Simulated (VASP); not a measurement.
# WS2 in VASP: reference runs

Reference runs on WS2: the cell as given, and energy against volume gives the equilibrium volume and stiffness.

Program: VASP 6.6.1. These are calculated values, not measurements. Logs are shortened: lines on timing, memory, paths and dates and some standing lists are left out, and cuts for length are marked.

**1. Starting point**

The cell holds a slab with vacuum, 12 atoms: a = 3.183 Å, b = 3.183 Å, c = 35.181 Å, α = 90.00°, β = 90.00°, γ = 120.00°.

**2. Single point, PBEsol**

File INCAR:

```
SYSTEM = WS2
PREC = Accurate ; ENCUT = 520
EDIFF = 1E-7 ; ISMEAR = -1
SIGMA = 0.05 ; LREAL = .FALSE.
LASPH = .TRUE. ; NELM = 60
ALGO = Normal ; ISIF = 2
LWAVE = .FALSE. ; LCHARG = .FALSE.
GGA = PS ; NBANDS = 64
KPAR = 4
```

File KPOINTS:

```
Automatic mesh
0
G
  10 10 1
  0 0 0
```

File POSCAR:

```
WS2
1.0
    3.1831225544      0.0000000000      0.0000000000
   -1.5915612772      2.7566649955      0.0000000000
    0.0000000000      0.0000000000     35.1805582101
W S
4 8
Direct
    0.3333333333      0.6666666667      0.5923166100
    0.3333333333      0.6666666667      0.2234000000
    0.6666666667      0.3333333333      0.7766000000
    0.6666666667      0.3333333333      0.4076833900
    0.3333333333      0.6666666667      0.8211496400
    0.3333333333      0.6666666667      0.4520236900
    0.6666666667      0.3333333333      0.6366210700
    0.6666666667      0.3333333333      0.2677418400
    0.3333333333      0.6666666667      0.7322581600
    0.3333333333      0.6666666667      0.3633789300
    0.6666666667      0.3333333333      0.5479763100
    0.6666666667      0.3333333333      0.1788503600
```

Potentials or basis: VASP PAW PBE potentials, release 64 (W_sv, S).

Launch:

```console
> cat potpaw_PBE.64/W_sv/POTCAR potpaw_PBE.64/S/POTCAR > POTCAR
> mpirun -np 4 vasp_std > vasp.out
```

OUTCAR:

```text
SYSTEM = WS2
   PREC = Accurate
   ENCUT = 520
   EDIFF = 1E-7
   ISMEAR = -1
   LREAL = .FALSE.
   LASPH = .TRUE.
   NELM = 60
   ISIF = 2
   GGA = PS

 ion  position               nearest neighbor table
   1  0.333  0.667  0.592-   7 2.41   7 2.41   7 2.41  11 2.41  11 2.41  11 2.41
   2  0.333  0.667  0.223-   8 2.41   8 2.41   8 2.41  12 2.42  12 2.42  12 2.42
   3  0.667  0.333  0.777-   9 2.41   9 2.41   9 2.41   5 2.42   5 2.42   5 2.42
   4  0.667  0.333  0.408-  10 2.41  10 2.41  10 2.41   6 2.41   6 2.41   6 2.41
   5  0.333  0.667  0.821-   3 2.42   3 2.42   3 2.42
   6  0.333  0.667  0.452-   4 2.41   4 2.41   4 2.41
   7  0.667  0.333  0.637-   1 2.41   1 2.41   1 2.41
   8  0.667  0.333  0.268-   2 2.41   2 2.41   2 2.41
   9  0.333  0.667  0.732-   3 2.41   3 2.41   3 2.41
  10  0.333  0.667  0.363-   4 2.41   4 2.41   4 2.41
  11  0.667  0.333  0.548-   1 2.41   1 2.41   1 2.41
  12  0.667  0.333  0.179-   2 2.42   2 2.42   2 2.42

  LATTYP: Found a hexagonal cell.
 ALAT       =     3.1831225544
 C/A-ratio  =    11.0522160579

  Lattice vectors:

 A1 = (   3.1831225544,   0.0000000000,   0.0000000000)
 A2 = (  -1.5915612772,   2.7566649955,   0.0000000000)
 A3 = (   0.0000000000,   0.0000000000,  35.1805582101)

Analysis of symmetry for initial positions (statically):
=====================================================================
 Subroutine PRICEL returns:
 Original cell was already a primitive cell.

 Routine SETGRP: Setting up the symmetry group for a
 hexagonal supercell.

 Subroutine GETGRP returns: Found 12 space group operations
 (whereof 12 operations were pure point group operations)
 out of a pool of 24 trial point group operations.

The static configuration has the point symmetry D_3d.

Analysis of symmetry for dynamics (positions and initial velocities):
=====================================================================
 Subroutine PRICEL returns:
 Original cell was already a primitive cell.

 Routine SETGRP: Setting up the symmetry group for a
 hexagonal supercell.

 Subroutine GETGRP returns: Found 12 space group operations
 (whereof 12 operations were pure point group operations)
 out of a pool of 24 trial point group operations.

The dynamic configuration has the point symmetry D_3d.

 Subroutine INISYM returns: Found 12 space group operations
 (whereof 12 operations are pure point group operations),
 and found     1 'primitive' translations

----------------------------------------------------------------------------------------

                                     Primitive cell

  volume of cell :     308.7025

  direct lattice vectors                    reciprocal lattice vectors
     3.183122554  0.000000000  0.000000000     0.314156927  0.181378586  0.000000000
    -1.591561277  2.756664995  0.000000000     0.000000000  0.362757173  0.000000000
     0.000000000  0.000000000 35.180558210     0.000000000  0.000000000  0.028424791

  length of vectors
     3.183122554  3.183122554 35.180558210     0.362757173  0.362757173  0.028424791

  position of ions in fractional coordinates (direct lattice)
     0.333333333  0.666666667  0.592316610
     0.333333333  0.666666667  0.223400000
     0.666666667  0.333333333  0.776600000
     0.666666667  0.333333333  0.407683390
     0.333333333  0.666666667  0.821149640
     0.333333333  0.666666667  0.452023690
     0.666666667  0.333333333  0.636621070
     0.666666667  0.333333333  0.267741840
     0.333333333  0.666666667  0.732258160
     0.333333333  0.666666667  0.363378930
     0.666666667  0.333333333  0.547976310
     0.666666667  0.333333333  0.178850360

  ion indices of the primitive-cell ions
   primitive index   ion index
                 1           1
                 2           2
                 3           3
                 4           4
                 5           5
                 6           6
                 7           7
                 8           8
                 9           9
                10          10
                11          11
                12          12

----------------------------------------------------------------------------------------

 KPOINTS: Automatic mesh

Automatic generation of k-mesh.
 Grid dimensions read from file:
 generate k-points for:   10   10    1

 Generating k-lattice:

  Cartesian coordinates                     Fractional coordinates (reciprocal lattice)
     0.031415693  0.018137859  0.000000000     0.100000000  0.000000000  0.000000000
     0.000000000  0.036275717  0.000000000     0.000000000  0.100000000  0.000000000
     0.000000000  0.000000000  0.028424791     0.000000000  0.000000000  1.000000000

  Length of vectors
     0.036275717  0.036275717  0.028424791

  Shift w.r.t. Gamma in fractional coordinates (k-lattice)
     0.000000000  0.000000000  0.000000000

 Subroutine IBZKPT returns following result:
 ===========================================

 Found     14 irreducible k-points:

 Following reciprocal coordinates:
            Coordinates               Weight
  0.000000  0.000000  0.000000      1.000000
  0.100000  0.000000  0.000000      6.000000
  0.200000  0.000000  0.000000      6.000000
  0.300000  0.000000  0.000000      6.000000
  0.400000 -0.000000  0.000000      6.000000
  0.500000  0.000000  0.000000      3.000000
  0.100000  0.100000  0.000000      6.000000
  0.200000  0.100000  0.000000     12.000000
  0.300000  0.100000  0.000000     12.000000
  0.400000  0.100000  0.000000     12.000000
  0.200000  0.200000  0.000000      6.000000
  0.300000  0.200000  0.000000     12.000000
  0.400000  0.200000  0.000000      6.000000
  0.300000  0.300000  0.000000      6.000000
   k-points           NKPTS =     14   k-points in BZ     NKDIM =     14   number of bands    NBANDS=     64
   number of dos      NEDOS =    301   number of ions     NIONS =     12
   total plane-waves  NPLWV = 155520
   dimension x,y,z NGX =    24 NGY =   24 NGZ =  270
   dimension x,y,z NGXF=    48 NGYF=   48 NGZF=  540
   ions per type =               4   8
   NGX,Y,Z   is equivalent  to a cutoff of  12.53, 12.53, 12.76 a.u.
   NGXF,Y,Z  is equivalent  to a cutoff of  25.07, 25.07, 25.52 a.u.
 SYSTEM =  WS2
   PREC   = accura    normal or accurate (medium, high low for compatibility)
   ISTART =      0    job   : 0-new  1-cont  2-samecut
   ICHARG =      2    charge: 1-file 2-atom 10-const
   ISPIN  =      1    spin polarized calculation?
   LNONCOLLINEAR =      F non collinear calculations
   LSORBIT =      F    spin-orbit coupling
   LASPH  =      T    aspherical Exc in radial PAW
   ENCUT  =  520.0 eV  38.22 Ry    6.18 a.u.   5.92  5.92 65.41*2*pi/ulx,y,z
   NELM   =     60;   NELMIN=  2; NELMDL= -5     # of ELM steps
   EDIFF  = 0.1E-06   stopping-criterion for ELM
   LREAL  =      F    real-space projection
   EDIFFG = 0.1E-05   stopping-criterion for IOM
   NSW    =      0    number of steps for IOM
   IBRION =     -1    ionic relax: 0-MD 1-quasi-New 2-CG
   NFREE  =      0    steps in history (QN), initial steepest desc. (CG)
   ISIF   =      2    stress and relaxation
   ISYM   =      2    0-nonsym 1-usesym 2-fastsym
   POTIM  = 0.5000    time-step for ionic-motion
   TEBEG  =    0.0;   TEEND  =   0.0 temperature during run
   PSTRESS=    0.0 pullay stress
   NELECT =     104.0000    total number of electrons
   NUPDOWN=      -1.0000    fix difference up-down
   EMIN   =  10.00;   EMAX   =-10.00  energy-range for DOS
   EFERMI =   0.00;   METHOD = LEGACY
   ISMEAR =    -1;   SIGMA  =   0.05  broadening in eV -4-tet -1-fermi 0-gaus
   EFERMI_NEDOS =   21; number of points for ismear=-14 and -15
   IALGO  =     38    algorithm
   IMIX   =      4    mixing-type and parameters
     AMIX     =   0.40;   BMIX     =  1.00
     AMIX_MAG =   1.60;   BMIX_MAG =  1.00
  volume/ion in A,a.u.               =      25.73       173.60
  Fermi-wavevector in a.u.,A,eV,Ry     =   1.139128  2.152640 17.655096  1.297613
  Thomas-Fermi vector in A             =   2.275832
   LORBIT       =      0    0 simple, 1 ext, 2 COOP (PROOUT), +10 PAW based schemes
   GGA     = PS    functional components
   LHFCALC =     F    Hartree Fock is set to
   AEXX    =    0.0000 exact exchange contribution
   IVDW    =     0    specifies the selected vdW correction
   LEPSILON=     F    determine dielectric tensor
   LRPA    =     F    only Hartree local field effects (RPA)
 non-spin polarized calculation
  energy-cutoff  :      520.00
  volume of cell :      308.70
 maximum number of plane-waves:      8358
 NGX is ok and might be reduce to    24
   NGX = 11   NGY = 11   NGZ =131

 number of electron     104.0000000 magnetization

 Free energy of the ion-electron system (eV)
  ---------------------------------------------------
  ext. energy  EPLUGINS =         0.00000000
  ---------------------------------------------------
  free energy    TOTEN  =      -101.01881803 eV

  energy without entropy =     -101.01881793  energy(sigma->0) =     -101.01881798

 E-fermi :   3.9581     XC(G=0):  -8.0894

 val. band max:        3.3242377205   @ k =   0.0000   0.0000   0.0000
 cond. band min:       4.7267150745   @ k =   0.2000   0.2000   0.0000
 fundamental gap:      1.4024773539
 Fermi energy:         3.9581195702

 k-point     1 :       0.0000    0.0000    0.0000
  band No.  band energies     occupation
      1     -71.0964      2.00000
      2     -71.0964      2.00000
      3     -71.0944      2.00000
      4     -71.0944      2.00000
      5     -35.3407      2.00000
      6     -35.3407      2.00000
[... 56 lines left out ...]
     63       5.9479      0.00000
     64       5.9524      0.00000

 k-point     2 :       0.1000    0.0000    0.0000
  band No.  band energies     occupation
      1     -71.0948      2.00000
      2     -71.0948      2.00000
      3     -71.0928      2.00000
      4     -71.0928      2.00000
      5     -35.3348      2.00000
      6     -35.3348      2.00000
[... 860 lines left out ...]
     63       6.8009      0.00000
     64       6.8416      0.00000

------------------------ aborting loop because EDIFF is reached ----------------------------------------

  FORCE on cell =-STRESS in cart. coord.  units (eV):
  Direction    XX          YY          ZZ          XY          YZ          ZX
  --------------------------------------------------------------------------------------
  -------------------------------------------------------------------------------------
  Total       -5.1480878     -5.1480878     -1.9621171     -0.0000000      0.0000000     -0.0000000
  in kB      -26.7187694    -26.7187694    -10.1834617     -0.0000000      0.0000000     -0.0000000
  external PRESSURE =     -21.2070001 kB  Pullay stress =       0.0000000 kB

 VOLUME and BASIS-vectors are now :
 -----------------------------------------------------------------------------
  energy-cutoff  :      520.00
  volume of cell :      308.70
      direct lattice vectors                 reciprocal lattice vectors
     3.183122554  0.000000000  0.000000000     0.314156927  0.181378586  0.000000000
    -1.591561277  2.756664995  0.000000000     0.000000000  0.362757173  0.000000000
     0.000000000  0.000000000 35.180558210     0.000000000  0.000000000  0.028424791

 POSITION                                       TOTAL-FORCE (eV/Angst)
 -----------------------------------------------------------------------------------
     -0.00000      1.83778     20.83803        -0.000000      0.000000     -0.020602
     -0.00000      1.83778      7.85934        -0.000000     -0.000000     -0.128253
      1.59156      0.91889     27.32122         0.000000      0.000000      0.128253
      1.59156      0.91889     14.34253         0.000000     -0.000000      0.020602
     -0.00000      1.83778     28.88850        -0.000000      0.000000     -0.243114
     -0.00000      1.83778     15.90245        -0.000000      0.000000     -0.081581
      1.59156      0.91889     22.39668         0.000000     -0.000000     -0.061372
      1.59156      0.91889      9.41931        -0.000000      0.000000     -0.098144
     -0.00000      1.83778     25.76125        -0.000000     -0.000000      0.098144
     -0.00000      1.83778     12.78387        -0.000000      0.000000      0.061372
      1.59156      0.91889     19.27811         0.000000     -0.000000      0.081581
      1.59156      0.91889      6.29206         0.000000      0.000000      0.243114
 -----------------------------------------------------------------------------------
    total drift:                                0.000000     -0.000000      0.000000

  FREE ENERGIE OF THE ION-ELECTRON SYSTEM (eV)
  ---------------------------------------------------
  free  energy   TOTEN  =      -101.0188180326 eV

  energy  without entropy=     -101.0188179273  energy(sigma->0) =     -101.01881798
```

Wall time 2.2 min (4 MPI ranks of Intel Xeon Platinum 8559C (Emerald Rapids), shared host); peak memory 0.51 GiB.

Results:

```yaml
Free_energy: -101.0188 eV
Largest_force: 0.243 eV/Å
Band_gap_on_the_k_mesh: 1.40 eV, indirect (least direct gap 2.10 eV)
```

Forces on the atoms (eV/Å):
```
W    0.000  0.000 -0.021
W    0.000  0.000 -0.128
W    0.000  0.000  0.128
W    0.000  0.000  0.021
S    0.000  0.000 -0.243
S    0.000  0.000 -0.082
S    0.000  0.000 -0.061
S    0.000  0.000 -0.098
S    0.000  0.000  0.098
S    0.000  0.000  0.061
S    0.000  0.000  0.082
S    0.000  0.000  0.243
```

Levels at points of the mesh, in eV from the valence-band top:
```csv
k point,band 49,band 50,band 51,band 52,band 53,band 54,band 55,band 56
"(0.00, 0.00, 0.00)",-0.77,-0.48,-0.18,0.00,2.43,2.43,2.43,2.43
"(0.50, 0.00, 0.00)",-1.45,-1.41,-1.38,-1.36,2.37,2.38,2.39,2.39
```

Caveat: the PAW data sets were made with another functional, which shifts forces and pressure a little; spin-orbit coupling is left out, which moves the levels of the heavy elements.

**3. Equation of state, PBEsol, 24.18 Å³/atom (volume scaled by 0.94)**

INCAR is that of step 2.

KPOINTS is that of step 2.

Edit POSCAR of step 2 so:

```diff
@@ -2,5 +2,5 @@
 1.0
-    3.1831225544      0.0000000000      0.0000000000
-   -1.5915612772      2.7566649955      0.0000000000
-    0.0000000000      0.0000000000     35.1805582101
+    3.1181426366      0.0000000000      0.0000000000
+   -1.5590713183      2.7003907360      0.0000000000
+    0.0000000000      0.0000000000     34.4623861195
 W S
```

Potentials or basis: VASP PAW PBE potentials, release 64 (W_sv, S).

Launch:

```console
> cat potpaw_PBE.64/W_sv/POTCAR potpaw_PBE.64/S/POTCAR > POTCAR
> mpirun -np 4 vasp_std > vasp.out
```

Run time: 2.3 min. Hardware: 4 MPI ranks of Intel Xeon Platinum 8559C (Emerald Rapids), shared host; peak memory 0.49 GiB.

Results (log left out):

```
Free energy            : -100.8357 eV
Largest force          : 1.140 eV/Å
Band gap on the k mesh : 1.39 eV, indirect (least direct gap 2.28 eV)
```

Caveat: the PAW data sets were made with another functional, which shifts forces and pressure a little; spin-orbit coupling is left out, which moves the levels of the heavy elements.

**4. Equation of state, PBEsol, 24.70 Å³/atom (volume scaled by 0.96)**

INCAR is that of step 3.

KPOINTS is that of step 3.

Edit POSCAR of step 3 so:

```diff
@@ -2,5 +2,5 @@
 1.0
-    3.1181426366      0.0000000000      0.0000000000
-   -1.5590713183      2.7003907360      0.0000000000
-    0.0000000000      0.0000000000     34.4623861195
+    3.1401021111      0.0000000000      0.0000000000
+   -1.5700510555      2.7194081987      0.0000000000
+    0.0000000000      0.0000000000     34.7050869758
 W S
```

Launch:

```console
> cat potpaw_PBE.64/W_sv/POTCAR potpaw_PBE.64/S/POTCAR > POTCAR
> mpirun -np 4 vasp_std > vasp.out
```

It took 2.4 min on 4 MPI ranks of Intel Xeon Platinum 8559C (Emerald Rapids), shared host; peak memory 0.5 GiB.

The run converged. Its results:

* Free energy: -100.9975 eV
* Largest force: 0.708 eV/Å
* Band gap on the k mesh: 1.39 eV, indirect (least direct gap 2.21 eV)

Caveat: the PAW data sets were made with another functional, which shifts forces and pressure a little; spin-orbit coupling is left out, which moves the levels of the heavy elements.

**5. Equation of state, PBEsol, 25.21 Å³/atom (volume scaled by 0.98)**

INCAR is that of step 4.

KPOINTS is that of step 4.

Edit POSCAR of step 4 so:

```diff
@@ -2,5 +2,5 @@
 1.0
-    3.1401021111      0.0000000000      0.0000000000
-   -1.5700510555      2.7194081987      0.0000000000
-    0.0000000000      0.0000000000     34.7050869758
+    3.1617586721      0.0000000000      0.0000000000
+   -1.5808793360      2.7381633307      0.0000000000
+    0.0000000000      0.0000000000     34.9444399668
 W S
```

Launch:

```console
> cat potpaw_PBE.64/W_sv/POTCAR potpaw_PBE.64/S/POTCAR > POTCAR
> mpirun -np 4 vasp_std > vasp.out
```

It took 2.2 min on 4 MPI ranks of Intel Xeon Platinum 8559C (Emerald Rapids), shared host; peak memory 0.5 GiB.

The run converged. Its results:

| Property | Result |
| --- | --- |
| Free energy | -101.0550 eV |
| Largest force | 0.308 eV/Å |
| Band gap on the k mesh | 1.40 eV, indirect (least direct gap 2.16 eV) |

Caveat: the PAW data sets were made with another functional, which shifts forces and pressure a little; spin-orbit coupling is left out, which moves the levels of the heavy elements.

**6. Equation of state, PBEsol, 26.24 Å³/atom (volume scaled by 1.02)**

INCAR is that of step 5.

KPOINTS is that of step 5.

Edit POSCAR of step 5 so:

```diff
@@ -2,5 +2,5 @@
 1.0
-    3.1617586721      0.0000000000      0.0000000000
-   -1.5808793360      2.7381633307      0.0000000000
-    0.0000000000      0.0000000000     34.9444399668
+    3.2042034506      0.0000000000      0.0000000000
+   -1.6021017253      2.7749215871      0.0000000000
+    0.0000000000      0.0000000000     35.4135488293
 W S
```

Potentials or basis: VASP PAW PBE potentials, release 64 (W_sv, S).

Launch:

```console
> cat potpaw_PBE.64/W_sv/POTCAR potpaw_PBE.64/S/POTCAR > POTCAR
> mpirun -np 4 vasp_std > vasp.out
```

Run time: 2.2 min. Hardware: 4 MPI ranks of Intel Xeon Platinum 8559C (Emerald Rapids), shared host; peak memory 0.52 GiB.

The run converged. Its results:

```
Free energy            : -100.8987 eV
Largest force          : 0.580 eV/Å
Band gap on the k mesh : 1.40 eV, indirect (least direct gap 2.05 eV)
```

Caveat: the PAW data sets were made with another functional, which shifts forces and pressure a little; spin-orbit coupling is left out, which moves the levels of the heavy elements.

[end of part 1 of 2]
